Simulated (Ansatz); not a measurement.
# BN (F-43m) in Ansatz: further runs

Aim: see how the results for BN move with the level of theory and the settings. Levels: LDA, BLYP+D3(BJ), r2SCAN+D3(BJ)-ATM. Tasks: optical spectrum, band structure, phonons.

Program: Ansatz 0.2.0. These are calculated values, not measurements. Logs are shortened: lines on timing, memory, paths and dates and some standing lists are left out, and cuts for length are marked.

**The experiment to reproduce.**

From a printed reference work, monograph, for a bulk crystal of BN at 300 K: band gap 6.4 eV (indirect).

The results are compared with them further down.

## Step 1: Starting point

Symmetry: F-43m, No. 216, cubic system. Conventional cell: a = 3.626 Å, b = 3.626 Å, c = 3.626 Å, α = 90.00°, β = 90.00°, γ = 90.00°. Around N (site symmetry -43m) lie 4 B at 1.57 Å. B (site symmetry -43m) is surrounded by 4 N at 1.57 Å.

The cell is a database's computed one.

## Step 2: Optical spectrum, LDA (cell strained at random at fixed volume)

input.yaml

```yaml
crystal:
  lattice:
    - [-0.022396, 1.831074, 1.841118]
    - [1.773116, 0.002342, 1.81638]
    - [1.779828, 1.813049, -0.00437]
  atoms:
    - { symbol: "N", position_ang: [0.882637, 0.91161625, 0.913282] }
    - { symbol: B, position_ang: [0.0, 0.0, 0.0] }
hamiltonian:
  xc: lda
  pseudopotentials: { kind: paw }
kpoints:
  mp_grid: { grid: [9, 10, 10] }
scf:
  occupations: { method: fermi_dirac, width: 0.1 }
  n_extra_bands: 12
output:
  eigenvalues: true
  optics: { e_range: [0, 14], sigma: 0.2, nscf_kmesh: { grid: [12, 13, 13] } }
```

Potentials or basis: Ansatz PAW.

Run with:

```console
$ ansatz run input.yaml --threads 1 --pin off --max-ram 2560MiB --backend cpu --events-out ev --progress --plain --runs-dir out
```

Log:

```text
Warning: RAYON_NUM_THREADS=1 ignored (pool sized by the plan → 1); use --threads N
scf.n_extra_bands = 12 over 4 filled bands (N_el = 8.0): the run solves 16 bands
Engine: ansatz 0.2.0, aarch64-unknown-linux-gnu
Pseudopotentials: kind: paw
Pseudopotential: N, paw, valence charge 5, recommended cutoff 420 eV (normal), N.paw.azcp
Pseudopotential: B, paw, valence charge 3, recommended cutoff 420 eV (normal), B.paw.azcp
Functional definition: SPW92
  exchange = slater_x
  correlation = pw_c
Crystal: 2 atoms, lattice volume = 11.919 Å³
Basis set: ecut = 420 eV, 257 PW (Γ)
Bands: 16, of which v1, the nominal top of the filled ones, is band 4 counted from 1 (3 counted from 0)
Symmetry: 1 space group operations
Space group: P1 (ITA 1), of the structure as read, at distance tolerance 2.3e-5 Å
k-points: 452 of 900 (time reversal used)
Non-local potential: N, projectors of the file, l = 0: 2, l = 1: 2, l = 2: 1
Non-local potential: B, projectors of the file, l = 0: 2, l = 1: 2, l = 2: 1
PAW form: soft (Blöchl's): semilocal exchange-correlation on the pseudo side does not see the compensation charge
PAW frozen core: N, regenerated for the run's functional, and the local potential with it (the file was generated under x = pbe(κ = 0.804, μ = 0.2195149727645171), c = pbe(β = 0.06672455060314922))
PAW frozen core: B, regenerated for the run's functional, and the local potential with it (the file was generated under x = pbe(κ = 0.804, μ = 0.2195149727645171), c = pbe(β = 0.06672455060314922))
PAW one-centre angular grid: N, 110 points (default); XC on 64 Gauss nodes
PAW one-centre angular grid: B, 110 points (default); XC on 64 Gauss nodes
Initial density: superposition of atomic densities (neutral atoms: chi_scale 0, normalization atom), corrected by the library's trained network
Initial wavefunctions: pseudopotential atomic-orbital guess
Functional: x = slater, c = lda
SCF iter   1: F=—  HF=-526.435599 eV  |F-HF|=—  |Δ(HF+E_count)|=         —  Δρ=7.28e-3  dr2=4.59e-3  ethr=1.77e-3  ⟨swp⟩=4.7  Hψ=33405  notcnv=0  defer=1195
preconditioner: auto → none  [insulator: Δε(μ)=3.904 eV  Ē_g=34.145 eV  σ=0.100 eV  W_gap=1.00  n_scr=0 (ndim 8)  ℏωp=30.4 eV  f_vac=0.000  D(μ)=0.00/eV (n_scr^D=0)  ε∞_Penn≈1.8]
SCF iter   2: F=—  HF=-526.434348 eV  |F-HF|=—  |Δ(HF+E_count)|=   1.25e-3  Δρ=3.23e-3  dr2=8.08e-4  ethr=5.73e-5  ⟨swp⟩=1.0  Hψ=10848  notcnv=0  defer=1806
SCF iter   3: F=—  HF=-526.434104 eV  |F-HF|=—  |Δ(HF+E_count)|=   2.44e-4  Δρ=2.35e-4  dr2=2.23e-6  ethr=1.01e-5  ⟨swp⟩=1.1  Hψ=4726  notcnv=0  defer=1806
SCF iter   4: F=—  HF=-526.434103 eV  |F-HF|=—  |Δ(HF+E_count)|=   1.57e-6  Δρ=2.19e-5  dr2=3.39e-8  ethr=2.79e-8  ⟨swp⟩=2.2  Hψ=6171  notcnv=0  defer=1806
SCF iter   5: F=—  HF=-526.434103 eV  |F-HF|=—  |Δ(HF+E_count)|=   6.79e-9  Δρ=3.92e-6  dr2=4.73e-10  ethr=4.24e-10  ⟨swp⟩=1.8  Hψ=5644  notcnv=0  defer=1806
SCF iter   6: F=—  HF=-526.434103 eV  |F-HF|=—  |Δ(HF+E_count)|=  1.35e-10  Δρ=4.50e-7  dr2=1.25e-11  ethr=1.00e-12  ⟨swp⟩=7.3  Hψ=28178  notcnv=0
SCF iter   7: F=-526.434103 eV  HF=-526.434103 eV  |F-HF|=2.27e-13  |Δ(HF+E_count)|=  3.64e-12  Δρ=9.37e-8  dr2=5.34e-13  ethr=1.00e-12  ⟨swp⟩=2.0  Hψ=10572  notcnv=0
SCF 1 converged in 7 iterations: F = -526.434103 eV  dr2 = 5.34e-13
NSCF: frozen V_eff on 1015 k-points
Optics k sum: 0 of 1015 k-points
Optics k sum: 51 of 1015 k-points
Optics k sum: 102 of 1015 k-points
Optics k sum: 153 of 1015 k-points
Optics k sum: 203 of 1015 k-points
Optics k sum: 254 of 1015 k-points
[... 34 lines left out ...]
Optics k sum: 965 of 1015 k-points
Optics k sum: 1015 of 1015 k-points
NSCF: frozen V_eff on 1 k-points
NSCF: frozen V_eff on 1 k-points
NSCF: frozen V_eff on 1 k-points
NSCF: frozen V_eff on 1 k-points
NSCF: frozen V_eff on 1 k-points
NSCF: frozen V_eff on 1 k-points
SCF converged after 7 iterations
Free energy (F): -526.434103 eV
Harris-Foulkes:  -526.434103 eV  (|F-HF|=2.27e-13)
Internal energy: -526.434103 eV  (E = F + TS)
E sigma→0 (E₀):  -526.434103 eV
Fermi energy:    12.930192 eV
--- Per-component energies (eV) ---
  E_band       = 24.022507
  E_kinetic    = 184.608303
  E_local      = -177.448388  (includes V_loc(G=0)·N_el)
  E_nonlocal   = 58.420382
  E_hartree    = 48.846371
  E_xc         = -92.416293
  E_vxc        = -115.361512  (∫ρ·V_xc dr)
  E_paw        = -191.279672  (= ΣΔE_a)
  E_vpaw       = -23.889110  (= ΣTr[D̂ρ^β])
  E_aug_tail   = 0.000097  (compensation charges beyond the density's cutoff)
  E_ewald      = -357.290781
  E_core_change = 0.125878  (= ΣΔE_core)
  E_smearing   = -0.000000  (= −TS)
  E_closure    = 0.000000  (closes the sum)
  Σ components = -526.434103   (vs F -526.434103, Δ=0.00e0)
--- Band table (eV; the first three rows and the last of 452) ---
  k-point 0: bands = ["-9.1945", "10.6698", "10.7419", "10.9199", "19.0263", "19.5216", "19.6732", "21.1381", "35.0478", "37.8973", "38.1995", "38.5726", "38.9400", "39.5285", "45.9881", "56.2744"]
  k-point 1: bands = ["-8.9514", "9.5296", "10.4289", "10.6210", "19.3345", "19.8495", "20.0785", "21.8928", "34.6783", "35.3167", "36.1109", "38.5424", "41.9697", "42.9961", "47.8769", "55.7547"]
  k-point 2: bands = ["-8.2354", "6.8561", "9.8386", "10.0617", "19.8651", "20.5049", "20.8710", "23.4610", "33.7394", "34.0725", "34.6904", "38.2988", "46.6040", "47.7043", "52.1759", "54.2465"]
  k-point 451: bands = ["-4.9490", "0.3531", "8.2793", "8.5427", "20.5518", "21.9507", "22.2781", "25.8742", "32.6159", "36.7132", "36.8182", "38.6275", "46.6447", "47.0399", "55.4073", "61.4108"]
```

Wall time 60 s (1 thread of Arm Neoverse V2, shared host); peak memory 0.97 GiB.

What came out:

- Free energy: -526.4341 eV
- Band gap on the k mesh: 3.96 eV, indirect (least direct gap 8.11 eV)

Dielectric function (mean over the directions given):
```
energy (eV)  real part  imaginary part
       0.30       4.77            0.00
       1.00       4.79            0.00
       1.70       4.84            0.00
       2.40       4.92            0.00
       3.10       5.03            0.00
       3.90       5.20            0.00
       4.60       5.41            0.00
       5.30       5.68            0.00
       6.00       6.04            0.00
       6.70       6.55            0.00
       7.50       7.46            0.00
       8.20       9.05            0.09
       8.90      11.49            1.97
       9.60      12.22            6.81
      10.30       9.77            8.50
      11.10       9.15           11.88
      11.80       2.62           17.55
      12.50      -3.39           10.48
      13.20      -3.05            7.22
      14.00      -1.31            5.98
```

Caveat: odd divisions of the mesh miss points on the zone boundary, where band edges often lie, so the gap on the mesh can be too wide; spectra need much finer meshes, so this one isn't converged; independent-particle spectra lack excitons; the PAW data sets come from PBE, with cores solved anew for the run's functional, which leaves a small shift of forces and pressure.

## Step 3: Band structure, BLYP+D3(BJ)

input.yaml

```yaml
crystal:
  lattice:
    - [0.0, 1.813001, 1.813001]
    - [1.813001, 0.0, 1.813001]
    - [1.813001, 1.813001, 0.0]
  atoms:
    - { symbol: "N", position: [0.25, 0.25, 0.25] }
    - { symbol: B, position: [0.0, 0.0, 0.0] }
hamiltonian:
  xc: blyp
  pseudopotentials: { kind: nc, accuracy: standard }
  dispersion: d3bj
kpoints:
  mp_grid: { grid: [13, 13, 13] }
  band_path:
    path:
      - [[0.0, 0.0, 0.0], [0.5, 0.0, 0.5], [0.5, 0.25, 0.75], [0.375, 0.375, 0.75], [0.0, 0.0, 0.0], [0.5, 0.5, 0.5], [0.625, 0.25, 0.625], [0.5, 0.25, 0.75], [0.5, 0.5, 0.5], [0.375, 0.375, 0.75]]
      - [[0.625, 0.25, 0.625], [0.5, 0.0, 0.5]]
    npoints: 14
scf:
  occupations: { method: fermi_dirac, width: 0.15 }
  n_extra_bands: 6
output:
  forces: true
  stress: true
  eigenvalues: true
  fatbands: false
  write_density: true
  write_potential: true
  elf: true
  volumetric_format: npy
```

Potentials or basis: PseudoDojo standard (PBE files).

Run with:

```console
$ ansatz run input.yaml --threads 1 --pin off --max-ram 2560MiB --backend cpu --events-out ev --progress --plain --runs-dir out
```

Run time: 5.4 s. Hardware: 1 thread of Arm Neoverse V2, shared host; peak memory 0.3 GiB.

It converged, with:

```yaml
Free_energy: -364.0527 eV
Pressure: -0.6 GPa
Band_gap_on_the_k_mesh: 4.95 eV, indirect (least direct gap 8.96 eV)
Band_gap_along_the_path: 4.88 eV, indirect (least direct gap 8.96 eV)
```

Levels at the corners of the path, in eV from the valence-band top:
```
point  band 2  band 3  band 4  band 5  band 6  band 7
    Γ    0.00    0.00    0.00    8.96    8.96    8.96
    X   -8.71   -4.79   -4.79    4.88    9.55   17.83
    W   -7.44   -6.76   -6.29    9.88   13.38   14.65
    K   -7.95   -7.43   -3.98    7.26   13.06   15.81
    Γ    0.00    0.00    0.00    8.96    8.96    8.96
    L  -10.42   -1.90   -1.90   10.29   10.89   10.89
    U   -7.95   -7.43   -3.98    7.26   13.06   15.81
    W   -7.44   -6.76   -6.29    9.88   13.38   14.65
    L  -10.42   -1.90   -1.90   10.29   10.89   10.89
    K   -7.95   -7.43   -3.98    7.26   13.06   15.81
    U   -7.95   -7.43   -3.98    7.26   13.06   15.81
    X   -8.71   -4.79   -4.79    4.88    9.55   17.83
```

Caveat: the potentials were made for another functional, which shifts forces and pressure; the k mesh misses the band edges, so the gap on the mesh is wider than the one along the path.

## Step 4: Phonons, r2SCAN+D3(BJ)-ATM

input.yaml

```yaml
crystal:
  lattice:
    - [0.0, 1.813001, 1.813001]
    - [1.813001, 0.0, 1.813001]
    - [1.813001, 1.813001, 0.0]
  atoms:
    - { symbol: "N", position_ang: [0.9065005, 0.9065005, 0.9065005] }
    - { symbol: B, position_ang: [0.0, 0.0, 0.0] }
hamiltonian:
  xc: r2scan
  pseudopotentials: { kind: nc, accuracy: stringent }
  dispersion: d3bjatm
kpoints:
  mp_grid: { grid: [10, 10, 10] }
scf:
  occupations: { method: fixed }
phonons:
  method: dfpt
  dielectric: true
  rigid_motions: translations
  qmesh: [2, 2, 2]
  temperatures: { t_max: 1000, t_step: 100 }
  qpath:
    path:
      - [[0.0, 0.0, 0.0], [0.5, 0.0, 0.5], [0.5, 0.25, 0.75], [0.375, 0.375, 0.75], [0.0, 0.0, 0.0], [0.5, 0.5, 0.5], [0.625, 0.25, 0.625], [0.5, 0.25, 0.75], [0.5, 0.5, 0.5], [0.375, 0.375, 0.75]]
      - [[0.625, 0.25, 0.625], [0.5, 0.0, 0.5]]
    npoints: 8
```

Potentials or basis: PseudoDojo stringent (PBE files).

Run with:

```console
$ ansatz run input.yaml --threads 1 --pin off --max-ram 2560MiB --backend cpu --events-out ev --progress --plain --runs-dir out
```

Log:

```text
Warning: The stringent table, which hamiltonian.pseudopotentials names, holds the potential of the library's standard table for N, B (one content_sha256, or a second file that the publisher made of the same generator input, which states another). The run takes no other species from the library, so that hamiltonian.pseudopotentials.accuracy: standard would change no potential of it. The deck needs no change, but a comparison with a run at hamiltonian.pseudopotentials.accuracy: standard does not test the potential of N, B. With hamiltonian.pseudopotentials.accuracy and source left out a run reads another potential of N, B, from this project's own files. To test it, run on another potential, such as that of hamiltonian.pseudopotentials: {kind: paw}
Warning: hamiltonian.xc reads the kinetic-energy density τ on the library's norm-conserving files, and those of N, B were made for PBE. This build holds files of N, B that were made for r²SCAN, which a deck under this functional can read where it names no table (hamiltonian.pseudopotentials.accuracy or source), types no xc_functional and has no exact exchange, max_exx_coeff or level of output.embedding that keeps them out. To compare such runs, type hamiltonian.pseudopotentials: {kind: paw, frozen_core: stored} on both or, where PAW refuses one, {kind: nc, accuracy: standard}
Warning: phonons: the dynamical matrix that this run interpolates holds no multipole term above the dipole-dipole one, and a site of this crystal is no centre of inversion, so its interpolated transverse optical and acoustic branches and sound speeds can stay off near Gamma, and the density of states and the thermodynamics with them. What a run solves at a wave vector of phonons.qpoints, Gamma apart, where the deck admits one, is free of this, and under fd what a larger phonons.supercell samples
Warning: RAYON_NUM_THREADS=1 ignored (pool sized by the plan → 1); use --threads N
[... 124 lines left out ...]
  sum rule: each row above includes the acoustic sum rule's correction from the zone centre's row sums; it moved no ω² by more than (1.47 cm⁻¹)²
  mesh force constants: q→R imaginary residual 5.45e-18; ASR residual 1.107e-4 → 0.000e0 eV/Å²; symmetrization residual 1.421e-14 eV/Å²
  interpolated dispersion: 83 rows × 6 modes
  density of states and harmonic sums: on the 30×30×30 q-mesh, interpolated from the force constants of a 2×2×2 supercell (with the dipole–dipole term)
  largest difference from the sums on the solved wave vectors: F 1.75e-2 eV, S 5.09e-5 and C_V 3.13e-5 eV/K
  zero-point energy: 0.313565 eV/cell   skipped modes (ω ≤ 0): 3   left out of the sums: 1.85e-5 of the cell's modes: C_V's classical limit lies that fraction below 3 k_B per atom; for a crystal, a wire or a layer, F and S can be off by more, and a phonons.interpolated_qmesh denser along its periods is the remedy for the sampling
```

phbands.tsv:

```text
# q_distance	omega_0_inv_cm	omega_1_inv_cm	omega_2_inv_cm	omega_3_inv_cm	omega_4_inv_cm	omega_5_inv_cm	omega_0_thz	omega_1_thz	omega_2_thz	omega_3_thz	omega_4_thz	omega_5_thz
# format = ansatz-phbands/1
# fixed_weight_pressure_dispersion = d3bjatm
# dispersion_damping = {"method":"d3bjatm","s6":1.0,"s8":0.78981345,"s9":1.0,"a1":0.49484001,"a2_bohr":5.73083694}
[... 83 lines left out ...]
10.893531	699.229560	735.205437	885.993509	886.042651	999.205439	1145.270264	20.962375	22.040905	26.561417	26.562890	29.955425	34.334339
10.970112	703.497568	719.787474	883.907915	883.983123	1003.752983	1152.466569	21.090327	21.578686	26.498893	26.501147	30.091757	34.550079
11.046692	706.056946	710.175811	882.618588	882.652214	1006.504787	1156.890403	21.167055	21.290535	26.460240	26.461248	30.174254	34.682702
11.123272	706.909734	706.909734	882.187474	882.187474	1007.425787	1158.382381	21.192621	21.192621	26.447315	26.447315	30.201865	34.727430
```

Run time: 3.8 min. Hardware: 1 thread of Arm Neoverse V2, shared host; peak memory 1.2 GiB.

Results:

- Free energy: -366.6084 eV
- Band gap on the k mesh: 4.85 eV, indirect (least direct gap 9.49 eV)
- Electronic dielectric tensor (diagonal): 4.49
- Born charges (mean of the diagonal): N -1.98; B +1.98 e
- Highest phonon frequency, LO-TO splitting left out: 1158 cm⁻¹
- Static dielectric tensor (diagonal): 6.99

Phonon frequencies in cm⁻¹ (negative: imaginary):
| q point | frequencies |
| --- | --- |
| (0.000, 0.000, 0.000) | 0 0 0 1028 1028 1028 |
| (0.000, 0.000, -0.500) | 491 491 961 965 965 1145 |
| (0.000, -0.500, -0.500) | 707 707 882 882 1007 1158 |

Electronic dielectric tensor:
```
4.49 0.00 0.00
0.00 4.49 0.00
0.00 0.00 4.49
```

Born effective charge tensors (e):
atom 1, N
```
-1.98  0.00  0.00
 0.00 -1.98  0.00
 0.00  0.00 -1.98
```
atom 2, B
```
1.98 0.00 0.00
0.00 1.98 0.00
0.00 0.00 1.98
```

Static dielectric tensor, electrons and zone-centre modes:
```
6.99 0.00 0.00
0.00 6.99 0.00
0.00 0.00 6.99
```

Caveat: the meta-GGA runs on potentials made for a GGA; the potentials were made for another functional, which shifts forces and pressure; the q mesh is small, so phonon branches between its points and thermal values are rough.

## Step 5: The runs side by side

| task | level | potentials or basis | cell | k mesh | cutoff (eV) | smearing | broadening | points for each segment of the path | q mesh | gap on the mesh (eV) |
| --- | --- | --- | --- | --- | --- | --- | --- | --- | --- | --- |
| optical spectrum | LDA | Ansatz PAW | cell strained at random at fixed volume | 9 × 10 × 10 | 420 | fermi-dirac 0.1 eV | 0.2 eV | - | - | 3.96 |
| band structure | BLYP+D3(BJ) | PseudoDojo standard (PBE files) | as given | 13 × 13 × 13 | 1143 | fermi-dirac 0.15 eV | - | 14 | - | 4.95 |
| phonons | r2SCAN+D3(BJ)-ATM | PseudoDojo stringent (PBE files) | as given | 10 × 10 × 10 | 1143 | fixed | - | 8 | 2 × 2 × 2 | 4.85 |

Alike in all rows: no spin polarisation.

Caveats: the potentials were made for another functional, which shifts forces and pressure (some runs); odd divisions of the mesh miss points on the zone boundary, where band edges often lie, so the gap on the mesh can be too wide (some runs); spectra need much finer meshes, so this one isn't converged (some runs); independent-particle spectra lack excitons (some runs); the PAW data sets come from PBE, with cores solved anew for the run's functional, which leaves a small shift of forces and pressure (some runs); the k mesh misses the band edges, so the gap on the mesh is wider than the one along the path (some runs); the meta-GGA runs on potentials made for a GGA (some runs).

Absolute energies hang on the potentials; compare differences alone.

## Step 6: Against experiment

Step 3. Measured gap of BN: 6.4 eV (indirect; 300 K; a printed reference work, monograph). This calculation gives 4.88 eV (-1.52 eV). The value is that of BLYP+D3(BJ), without temperature or zero-point motion. Semilocal functionals fall short of measured gaps as a rule. The cell is a database's relaxed one, not the measured one, which moves gaps too.
